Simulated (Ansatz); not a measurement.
# WS2 (2H (MoS2) bulk type): testing the settings of optics runs

Aim: run 3 optics inputs for WS2 (2H (MoS2) bulk type) as typed, and read from each log whether it ends well.

Program: Ansatz 0.2.0. Level of theory: plane waves, PAW; the settings change from run to run, as each input shows. These are calculated values, not measurements.

## (1) Starting point

The structure is hexagonal, space group P6_3/mmc (No. 194). Conventional cell: a = 3.170 Å, b = 3.170 Å, c = 12.491 Å, α = 90.00°, β = 90.00°, γ = 120.00°. Around W (site symmetry -6m2) lie 6 S at 2.41 Å. S (site symmetry 3m) is surrounded by 3 W at 2.41 Å.

As a file:

```cif
data_structure
_symmetry_space_group_name_H-M 'P 1'
_symmetry_Int_Tables_number 1
_cell_length_a 3.1699
_cell_length_b 3.1699
_cell_length_c 12.4911
_cell_angle_alpha 90.000
_cell_angle_beta 90.000
_cell_angle_gamma 120.000
_cell_volume 108.70
loop_
_atom_site_label
_atom_site_type_symbol
_atom_site_fract_x
_atom_site_fract_y
_atom_site_fract_z
_atom_site_occupancy
W1 W 0.33333 0.66667 0.25000 1
W2 W 0.66667 0.33333 0.75000 1
S1 S 0.66667 0.33333 0.37511 1
S2 S 0.66667 0.33333 0.12489 1
S3 S 0.33333 0.66667 0.87511 1
S4 S 0.33333 0.66667 0.62489 1
```

Cell and atoms come from an earlier r2SCAN+rVV10 relaxation. No spin polarisation is used; should the compound be magnetic, its bands and low-energy spectrum would differ. No run includes spin-orbit coupling, which matters for W.

For scale, an earlier run with the standard settings (PBE, 9×9×2, gaussian width 0.1 eV, scissors 0 eV) gave ε∞ 14.37 (xx, yy), 8.88 (zz); tallest peak of ε₂: 16.8 at 2.75 eV.

## (2) Try 1

Input file input.yaml:

```yaml
crystal:
  lattice:
    - [3.1699463355, 0.0, 0.0]
    - [-1.5849731677, 2.7452540551, 0.0]
    - [0.0, 0.0, 12.4910704279]
  atoms:
    - { symbol: W, position: [0.3333333333, 0.6666666667, 0.25] }
    - { symbol: W, position: [0.6666666667, 0.3333333333, 0.75] }
    - { symbol: S, position: [0.6666666667, 0.3333333333, 0.3751079148] }
    - { symbol: S, position: [0.6666666667, 0.3333333333, 0.1248920852] }
    - { symbol: S, position: [0.3333333333, 0.6666666667, 0.8751079148] }
    - { symbol: S, position: [0.3333333333, 0.6666666667, 0.6248920852] }
kpoints:
  mp_grid: { grid: [6, 6, 2] }
hamiltonian:
  xc: lda
scf:
  occupations: { method: fixed }
output:
  optics:
    e_range: [0.5, 30]
    de: 0.2
    sigma: 0.4
    scissors: 2.5
    scheme: fermi_dirac
    bands: { spectra_wanted_up_to: 30 }
```

On the command line:

```sh
ansatz run input.yaml --threads 4 --pin off --max-ram 5529MiB --backend cpu --events-out ev --progress --plain --runs-dir out
```

What it wrote:

```text
Warning: RAYON_NUM_THREADS=4 ignored (pool sized by the plan → 4); use --threads N
Engine: ansatz 0.2.0, aarch64-unknown-linux-gnu
Pseudopotentials: kind: paw
Pseudopotential: W, paw, valence charge 14, recommended cutoff 420 eV (normal), W.paw.azcp
Pseudopotential: S, paw, valence charge 6, recommended cutoff 420 eV (normal), S.paw.azcp
Functional definition: SPW92
  exchange = slater_x
  correlation = pw_c
Crystal: 6 atoms, lattice volume = 108.701 Å³
Basis set: ecut = 420 eV, 2105 PW (Γ)
Bands: 32, of which v1, the nominal top of the filled ones, is band 26 counted from 1 (25 counted from 0)
Symmetry: 24 space group operations
Space group: P63/mmc (ITA 194), of the structure as read, at distance tolerance 4.8e-5 Å
k-points: 14 of 72
Non-local potential: W, projectors of the file, l = 0: 3, l = 1: 2, l = 2: 2, l = 3: 1
Non-local potential: S, projectors of the file, l = 0: 2, l = 1: 2, l = 2: 2
PAW form: soft (Blöchl's): semilocal exchange-correlation on the pseudo side does not see the compensation charge
PAW frozen core: W, regenerated for the run's functional, and the local potential with it (the file was generated under x = pbe(κ = 0.804, μ = 0.2195149727645171), c = pbe(β = 0.06672455060314922))
PAW frozen core: S, regenerated for the run's functional, and the local potential with it (the file was generated under x = pbe(κ = 0.804, μ = 0.2195149727645171), c = pbe(β = 0.06672455060314922))
PAW one-centre angular grid: W, 590 points (default); XC on 64 Gauss nodes
PAW one-centre angular grid: S, 110 points (default); XC on 64 Gauss nodes
Initial density: superposition of atomic densities (neutral atoms: chi_scale 0, normalization atom), corrected by the library's trained network
Initial wavefunctions: pseudopotential atomic-orbital guess
Functional: x = slater, c = lda
SCF iter   1: F=—  HF=-23743.345777 eV  |F-HF|=—  |Δ(HF+E_count)|=         —  Δρ=1.01e-2  dr2=1.88e-1  ethr=1.77e-3  ⟨swp⟩=5.0  Hψ=1783  notcnv=0  defer=43
preconditioner: auto → Resta (q_TF=auto, 2.413 Å⁻¹)  ε∞=7.7  [insulator: Δε(μ)=0.972 eV  Ē_g=8.279 eV  n_scr=26 (ndim 8)  ℏωp=21.4 eV  f_vac=0.024  ε∞_Penn≈7.7]
SCF iter   2: F=—  HF=-23743.317773 eV  |F-HF|=—  |Δ(HF+E_count)|=   2.80e-2  Δρ=3.97e-3  dr2=7.93e-3  ethr=3.62e-4  ⟨swp⟩=2.1  Hψ=639  notcnv=0  defer=49
SCF iter   3: F=—  HF=-23743.317157 eV  |F-HF|=—  |Δ(HF+E_count)|=   6.15e-4  Δρ=2.21e-3  dr2=2.44e-3  ethr=1.53e-5  ⟨swp⟩=2.0  Hψ=608  notcnv=0  defer=54
SCF iter   4: F=—  HF=-23743.317134 eV  |F-HF|=—  |Δ(HF+E_count)|=   2.38e-5  Δρ=7.83e-4  dr2=3.49e-4  ethr=4.69e-6  ⟨swp⟩=1.0  Hψ=428  notcnv=0  defer=50
SCF iter   5: F=—  HF=-23743.317106 eV  |F-HF|=—  |Δ(HF+E_count)|=   2.72e-5  Δρ=1.33e-4  dr2=2.02e-5  ethr=6.72e-7  ⟨swp⟩=2.0  Hψ=678  notcnv=0  defer=28
SCF iter   6: F=—  HF=-23743.317102 eV  |F-HF|=—  |Δ(HF+E_count)|=   4.72e-6  Δρ=1.40e-5  dr2=3.39e-7  ethr=3.89e-8  ⟨swp⟩=2.1  Hψ=569  notcnv=0  defer=22
SCF iter   7: F=—  HF=-23743.317114 eV  |F-HF|=—  |Δ(HF+E_count)|=   1.25e-5  Δρ=2.66e-6  dr2=9.27e-9  ethr=6.52e-10  ⟨swp⟩=2.0  Hψ=621  notcnv=0  defer=21
SCF iter   8: F=—  HF=-23743.317114 eV  |F-HF|=—  |Δ(HF+E_count)|=   3.82e-9  Δρ=3.32e-7  dr2=1.25e-10  ethr=1.78e-11  ⟨swp⟩=2.0  Hψ=664  notcnv=0  defer=21
SCF iter   9: F=-23743.317114 eV  HF=-23743.317114 eV  |F-HF|=3.64e-12  |Δ(HF+E_count)|=  1.24e-10  Δρ=8.40e-8  dr2=9.59e-12  ethr=1.00e-12  ⟨swp⟩=9.0  Hψ=1744  notcnv=0
SCF 1 converged in 9 iterations: F = -23743.317114 eV  dr2 = 9.59e-12
NSCF: frozen V_eff on 14 k-points
Optics k sum: 0 of 14 k-points
[...]
output.optics: what the bands over the 109 summed would add to eps1, eps2 and the energy-loss function is held between a lower and an upper bound (7 Lanczos steps). eps1, eps2 and their loss function (loss_summed_bands) are given on every row as the summed bands alone make them. Along an axis, on a row where the two bounds hold the loss function to about 1 % of the greater of itself and 0.5 % of |1/eps|, its cell (loss_completed) is given, with the completed eps1 and eps2 that it is formed of (a cell that is left empty reads nan in the table and null in the record). The two bounds hold it so along every axis on all 148 rows up to 30.000 eV. The run works to bound the rows up to 30.000 eV and no higher ones: a peak of the loss function over that energy may be left empty with no warning. To have the run work for it, set output.optics.bands.spectra_wanted_up_to to a higher energy. perfect_screening_sum, loss_f_sum_n_eff and, beside carriers, perfect_screening_limit are those of loss_summed_bands: over the bounded function the two sums would run over rows that are not all bounded, and lack what the bands left out lay past the top of the energy grid. Bounded is said of the bands left out alone, which are those that the basis at basis.ecutwfc holds: it says nothing of that cutoff, of the k-point mesh, of what the sum inside its cells errs by (eps2_relative_error), of the factors of all_electron_strengths, nor of how far the SCF is converged. The bands left out are taken at the k-points, and what their mean over the points' cells stands off that by is in neither bound: the run's estimate of it, which the test of a row counts in, is 0.26 % of |eps| at the most among the values given; where the mean stood off by over 0.5 % the points' spread read 0.1 to 3 times that
SCF converged after 9 iterations
Free energy (F): -23743.317114 eV
Harris-Foulkes:  -23743.317114 eV  (|F-HF|=3.64e-12)
Internal energy: -23743.317114 eV  (E = F + TS)
E sigma→0 (E₀):  -23743.317114 eV
Fermi energy:    11.095021 eV
--- Per-component energies (eV) ---
  E_band       = -403.213480
  E_kinetic    = 1334.636291
  E_local      = -3653.673929  (includes V_loc(G=0)·N_el)
  E_nonlocal   = 130.306933
  E_hartree    = 1450.017832
  E_xc         = -917.314426
  E_vxc        = -831.659512  (∫ρ·V_xc dr)
  E_paw        = -18894.595961  (= ΣΔE_a)
  E_vpaw       = -282.858805  (= ΣTr[D̂ρ^β])
  E_aug_tail   = -0.000140  (compensation charges beyond the density's cutoff)
  E_ewald      = -3193.872809
  E_core_change = 1.179096  (= ΣΔE_core)
  E_smearing   = -0.000000  (= −TS)
  E_closure    = -0.000000  (closes the sum)
  Σ components = -23743.317114   (vs F -23743.317114, Δ=0.00e0)
--- Band table (eV; the first three rows and the last of 14) ---
  k-point 0: bands = ["-63.4318", "-63.4318", "-27.7194", "-27.7194", "-27.5430", "-27.5430", "-27.5430", "-27.5430", "-4.4069", "-4.2153", "-2.8171", "-2.4436", "3.5776", "4.5306", "7.3710", "7.5741", "7.5741", "7.5851", "7.5851", "8.8152", "8.8152", "8.8576", "8.8576", "9.5689", "9.9223", "11.0950", "13.3584", "13.3584", "13.3662", "13.3662", "13.4725", "13.4725"]
  k-point 1: bands = ["-63.4318", "-63.4318", "-27.7194", "-27.7194", "-27.5430", "-27.5430", "-27.5430", "-27.5430", "-4.3199", "-4.3199", "-2.6246", "-2.6246", "3.9938", "3.9938", "7.5795", "7.5795", "7.5795", "7.5795", "8.2612", "8.2612", "8.8363", "8.8363", "8.8363", "8.8363", "10.7823", "10.7823", "13.3555", "13.3555", "13.3555", "13.3555", "13.5565", "13.5565"]
  k-point 2: bands = ["-63.4274", "-63.4274", "-27.7032", "-27.7032", "-27.6326", "-27.6326", "-27.5639", "-27.5639", "-3.9545", "-3.7647", "-2.6311", "-2.3028", "4.0981", "5.0337", "6.5708", "6.6230", "6.7407", "7.5931", "8.0003", "8.0309", "8.2015", "8.2560", "8.8070", "9.6733", "9.8720", "10.2828", "12.6318", "13.1093", "13.1740", "13.3090", "13.3208", "13.4685"]
  k-point 13: bands = ["-63.4116", "-63.4116", "-27.8055", "-27.8055", "-27.7703", "-27.7703", "-27.6460", "-27.6460", "-1.7985", "-1.7985", "-1.7024", "-1.7024", "4.6197", "4.6197", "5.0393", "5.0393", "5.9425", "5.9425", "6.4407", "6.4407", "7.3469", "7.3469", "8.0888", "8.0888", "10.4220", "10.4220", "12.2697", "12.2697", "13.6558", "13.6558", "14.4770", "14.4770"]
```

Wall time 43 s (4 threads of Arm Neoverse V1, shared host); peak memory 0.99 GiB.

From the head of optics.tsv:

```
# eps_inf(xx yy zz) = 9.634393 9.634393 6.852660
# eps_inf_bands = all
# eps_inf_summed_bands(xx yy zz) = 9.619356 9.619356 6.838561
# eps_inf_completed(xx yy zz) = 9.634393 9.634393 6.852660
# eps2_relative_error = 0.0005
# eps_inf_relative_error = 0.0037
# f_sum_n_eff(xx yy zz) = 45.901293 45.901293 46.025774 of n_electrons = 52.000000
# n_bands = 109
# n_bands_set_by = photon_energy
# valid_up_to_ev = 36.307518
# least_direct_gap_ev = 1.746978e0 at k(fractional) = 0.333333 0.333333 0.000000, k_point = 12, channel = 0, bands = 25 26 (counted from 0)
```

The dielectric function from optics.tsv (yy equals xx), one row in 4 (narrow peaks fall between the rows):

```csv
E (eV),ε₂ xx,ε₂ zz,ε₁ xx,ε₁ zz
1.60,0.01,0.00,10.24,7.07
2.40,0.08,0.01,11.24,7.41
3.20,0.56,0.05,13.26,8.01
4.00,3.29,0.31,16.64,9.08
4.80,10.76,1.61,17.47,10.53
5.60,16.36,3.70,10.75,10.80
6.40,15.32,5.24,4.86,11.14
7.20,13.96,8.62,1.47,11.47
8.00,11.68,12.93,-1.09,8.41
8.80,9.47,13.11,-2.51,2.25
9.60,7.07,9.28,-3.07,0.37
10.40,5.26,8.82,-2.48,1.26
11.20,4.54,9.96,-1.70,-0.45
12.00,4.42,8.60,-1.35,-3.19
12.80,4.28,6.18,-1.43,-4.20
13.60,4.14,4.27,-1.76,-4.02
14.40,3.46,2.94,-2.19,-3.50
15.20,2.79,2.12,-2.11,-2.71
16.00,2.35,1.90,-2.00,-2.03
16.80,1.95,1.96,-1.94,-1.91
17.60,1.52,1.56,-1.78,-2.05
18.40,1.22,1.02,-1.60,-1.87
19.20,0.92,0.66,-1.42,-1.49
20.00,0.70,0.50,-1.20,-1.16
20.80,0.53,0.40,-1.00,-0.90
21.60,0.38,0.35,-0.80,-0.70
22.40,0.28,0.28,-0.60,-0.56
23.20,0.23,0.22,-0.42,-0.40
24.00,0.19,0.19,-0.28,-0.25
24.80,0.18,0.18,-0.14,-0.14
25.60,0.18,0.15,-0.04,-0.04
26.40,0.17,0.14,0.03,0.07
27.20,0.15,0.15,0.09,0.15
28.00,0.13,0.15,0.17,0.20
28.80,0.12,0.14,0.24,0.25
29.60,0.12,0.13,0.31,0.30
```

Tallest peaks of ε₂ (mean of the periodic axes): 12.3 at 5.80 eV, 12.2 at 7.40 eV, 6.4 at 11.00 eV.

## (3) Try 2

input.yaml, as its differences from that of step 2:

```diff
@@ -15,3 +15,3 @@
 hamiltonian:
-  xc: lda
+  xc: pbesol
 scf:
@@ -20,7 +20,8 @@
   optics:
-    e_range: [0.5, 30]
+    e_range: [0.5, 6]
     de: 0.2
-    sigma: 0.4
-    scissors: 2.5
-    scheme: fermi_dirac
-    bands: { spectra_wanted_up_to: 30 }
+    sigma: 0.25
+    scissors: 0.3
+    scheme: gaussian
+    bands: { spectra_wanted_up_to: 6 }
+    kdotp_interpolation: "off"
```

On the command line:

```sh
ansatz run input.yaml --threads 4 --pin off --max-ram 5529MiB --backend cpu --events-out ev --progress --plain --runs-dir out
```

What it wrote:

```text
Warning: RAYON_NUM_THREADS=4 ignored (pool sized by the plan → 4); use --threads N
[... 4 set-up lines as earlier in the session ...]
Functional definition: PBEsol
  exchange = pbesol_x
  correlation = pbesol_c
Crystal: 6 atoms, lattice volume = 108.701 Å³
Basis set: ecut = 420 eV, 2105 PW (Γ)
Bands: 32, of which v1, the nominal top of the filled ones, is band 26 counted from 1 (25 counted from 0)
[... 2 set-up lines as earlier in the session ...]
k-points: 14 of 72
[... 9 set-up lines as earlier in the session ...]
Functional: x = pbesol(κ = 0.804, μ = 0.12345679012345678), c = pbesol(β = 0.046)
SCF iter   1: F=—  HF=-24058.156494 eV  |F-HF|=—  |Δ(HF+E_count)|=         —  Δρ=8.41e-3  dr2=1.31e-1  ethr=1.77e-3  ⟨swp⟩=5.0  Hψ=1796  notcnv=0  defer=39
preconditioner: auto → Resta (q_TF=auto, 2.413 Å⁻¹)  ε∞=7.5  [insulator: Δε(μ)=1.001 eV  Ē_g=8.352 eV  n_scr=26 (ndim 8)  ℏωp=21.4 eV  f_vac=0.024  ε∞_Penn≈7.5]
SCF iter   2: F=—  HF=-24058.140530 eV  |F-HF|=—  |Δ(HF+E_count)|=   1.60e-2  Δρ=3.14e-3  dr2=5.72e-3  ethr=2.52e-4  ⟨swp⟩=2.1  Hψ=644  notcnv=0  defer=50
SCF iter   3: F=—  HF=-24058.141772 eV  |F-HF|=—  |Δ(HF+E_count)|=   1.24e-3  Δρ=1.77e-3  dr2=1.75e-3  ethr=1.10e-5  ⟨swp⟩=2.1  Hψ=607  notcnv=0  defer=54
SCF iter   4: F=—  HF=-24058.142453 eV  |F-HF|=—  |Δ(HF+E_count)|=   6.81e-4  Δρ=6.58e-4  dr2=2.59e-4  ethr=3.37e-6  ⟨swp⟩=2.5  Hψ=676  notcnv=0  defer=54
SCF iter   5: F=—  HF=-24058.142574 eV  |F-HF|=—  |Δ(HF+E_count)|=   1.21e-4  Δρ=1.22e-4  dr2=1.35e-5  ethr=4.97e-7  ⟨swp⟩=2.3  Hψ=631  notcnv=0  defer=30
SCF iter   6: F=—  HF=-24058.142582 eV  |F-HF|=—  |Δ(HF+E_count)|=   7.73e-6  Δρ=1.40e-5  dr2=3.21e-7  ethr=2.60e-8  ⟨swp⟩=2.1  Hψ=676  notcnv=0  defer=20
SCF iter   7: F=—  HF=-24058.142584 eV  |F-HF|=—  |Δ(HF+E_count)|=   2.73e-6  Δρ=2.16e-6  dr2=5.74e-9  ethr=6.18e-10  ⟨swp⟩=2.1  Hψ=683  notcnv=0  defer=20
SCF iter   8: F=—  HF=-24058.142584 eV  |F-HF|=—  |Δ(HF+E_count)|=   8.17e-9  Δρ=3.31e-7  dr2=1.18e-10  ethr=1.10e-11  ⟨swp⟩=2.0  Hψ=740  notcnv=0  defer=20
SCF iter   9: F=-24058.142584 eV  HF=-24058.142584 eV  |F-HF|=7.28e-12  |Δ(HF+E_count)|=  2.55e-10  Δρ=6.47e-8  dr2=5.86e-12  ethr=1.00e-12  ⟨swp⟩=9.4  Hψ=1724  notcnv=0
SCF 1 converged in 9 iterations: F = -24058.142584 eV  dr2 = 5.86e-12
NSCF: frozen V_eff on 14 k-points
SCF converged after 9 iterations
Free energy (F): -24058.142584 eV
Harris-Foulkes:  -24058.142584 eV  (|F-HF|=7.28e-12)
Internal energy: -24058.142584 eV  (E = F + TS)
E sigma→0 (E₀):  -24058.142584 eV
Fermi energy:    11.262308 eV
--- Per-component energies (eV) ---
  E_band       = -395.361301
  E_kinetic    = 1331.889677
  E_local      = -3639.511337  (includes V_loc(G=0)·N_el)
  E_nonlocal   = 120.598884
  E_hartree    = 1447.786546
  E_xc         = -916.780957
  E_vxc        = -829.182573  (∫ρ·V_xc dr)
  E_paw        = -19208.943835  (= ΣΔE_a)
  E_vpaw       = -274.728913  (= ΣTr[D̂ρ^β])
  E_aug_tail   = -0.000135  (compensation charges beyond the density's cutoff)
  E_ewald      = -3193.872809
  E_core_change = 0.691382  (= ΣΔE_core)
  E_smearing   = -0.000000  (= −TS)
  E_closure    = 0.000000  (closes the sum)
  Σ components = -24058.142584   (vs F -24058.142584, Δ=0.00e0)
--- Band table (eV; the first three rows and the last of 14) ---
  k-point 0: bands = ["-63.2485", "-63.2485", "-27.5454", "-27.5453", "-27.3711", "-27.3711", "-27.3711", "-27.3711", "-4.2945", "-4.1056", "-2.7001", "-2.3322", "3.7198", "4.6575", "7.5470", "7.7350", "7.7350", "7.7461", "7.7461", "8.9818", "8.9818", "9.0243", "9.0243", "9.7088", "10.1087", "11.2623", "13.5380", "13.5380", "13.5454", "13.5454", "13.6528", "13.6528"]
  k-point 1: bands = ["-63.2485", "-63.2485", "-27.5454", "-27.5454", "-27.3711", "-27.3711", "-27.3711", "-27.3711", "-4.2086", "-4.2086", "-2.5106", "-2.5106", "4.1307", "4.1307", "7.7405", "7.7405", "7.7405", "7.7405", "8.4268", "8.4268", "9.0030", "9.0030", "9.0030", "9.0030", "10.9491", "10.9491", "13.5350", "13.5350", "13.5350", "13.5350", "13.7366", "13.7366"]
  k-point 2: bands = ["-63.2440", "-63.2440", "-27.5291", "-27.5290", "-27.4609", "-27.4609", "-27.3920", "-27.3920", "-3.8418", "-3.6546", "-2.5137", "-2.1899", "4.2398", "5.1603", "6.7197", "6.7713", "6.9127", "7.7496", "8.1589", "8.1896", "8.3648", "8.4193", "8.9582", "9.8094", "10.0487", "10.4490", "12.8258", "13.2910", "13.3673", "13.4895", "13.5046", "13.6584"]
  k-point 13: bands = ["-63.2283", "-63.2283", "-27.6342", "-27.6342", "-27.5985", "-27.5985", "-27.4716", "-27.4716", "-1.6861", "-1.6861", "-1.5825", "-1.5825", "4.7655", "4.7655", "5.1814", "5.1814", "6.0704", "6.0704", "6.5707", "6.5707", "7.4790", "7.4790", "8.2369", "8.2369", "10.6015", "10.6015", "12.4573", "12.4573", "13.8620", "13.8620", "14.6806", "14.6806"]
```

Wall time 4.9 s (4 threads of Arm Neoverse V1, shared host); peak memory 0.44 GiB.

From the head of optics.tsv:

```
# eps_inf(xx yy zz) = 14.384867 14.384867 8.715687
# eps_inf_bands = all
# eps_inf_summed_bands(xx yy zz) = 14.037928 14.037928 8.378029
# eps_inf_completed(xx yy zz) = 14.384867 14.384867 8.715687
# eps_inf_relative_error = 0.1243
# f_sum_n_eff(xx yy zz) = 35.358522 35.358522 35.794190 of n_electrons = 52.000000
# n_bands = 43
# n_bands_set_by = photon_energy
# valid_up_to_ev = 9.535895
# least_direct_gap_ev = 1.756277e0 at k(fractional) = 0.333333 0.333333 0.000000, k_point = 12, channel = 0, bands = 25 26 (counted from 0)
```

The dielectric function from optics.tsv (yy equals xx), one row in 2:

```tsv
E (eV)	ε₂ xx	ε₂ zz	ε₁ xx	ε₁ zz
1.00	0.00	0.00	15.34	8.63
1.40	0.01	0.00	17.29	8.91
1.80	2.81	0.00	23.55	9.34
2.20	14.87	0.00	14.43	10.08
2.60	4.13	0.22	17.19	11.88
3.00	15.79	5.08	22.76	12.72
3.40	21.71	3.69	7.97	8.58
3.80	11.46	1.69	7.03	11.28
4.20	18.92	5.59	6.78	11.56
4.60	16.01	5.48	3.21	13.52
5.00	13.32	8.42	-1.86	12.31
5.40	11.91	10.46	1.14	9.51
5.80	8.47	11.31	0.63	14.09
```

Tallest peaks of ε₂ (mean of the periodic axes): 16.8 at 3.20 eV, 14.5 at 4.20 eV, 13.6 at 4.80 eV.

(Part 1 of 2 ends here.)
